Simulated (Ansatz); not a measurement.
PbS (Galena), 2 atoms in the cell. The structure is cubic, space group Fm-3m (No. 225). Conventional cell: a = 5.931 Å, b = 5.931 Å, c = 5.931 Å, α = 90.00°, β = 90.00°, γ = 90.00°. Pb (site symmetry m-3m) is surrounded by 6 S at 2.97 Å. Around S (site symmetry m-3m) lie 6 Pb at 2.97 Å. 

* Program: Ansatz 0.2.0
* Task: relaxation of cell and atoms
* Functional: HSE06
* Potentials or basis: Ansatz PAW
* Cutoff: 420 eV (not typed: the program's choice for these potentials)
* k mesh: 4 × 4 × 4
* Occupations: fermi-dirac, width 0.05 eV
* Spin: no spin polarisation

Potentials or basis: Ansatz PAW.

The run is started by

```sh
$ ansatz run input.yaml --threads 2 --pin off --max-ram 5632MiB --backend cpu --events-out ev --progress --plain --runs-dir out
```

Hardware: 2 threads of Intel(R) Xeon(R) Platinum 8259CL CPU @ 2.50GHz (Skylake/Cascade Lake) (shared host).

Question: Estimate the wall time of this run.

Answer: Run time: 41 s on 2 threads of Intel(R) Xeon(R) Platinum 8259CL CPU @ 2.50GHz (Skylake/Cascade Lake) (shared host), peak memory 0.75 GiB. Counts: scf iterations 50, plane waves 1037, k points 8, bands 14, ion steps 4.
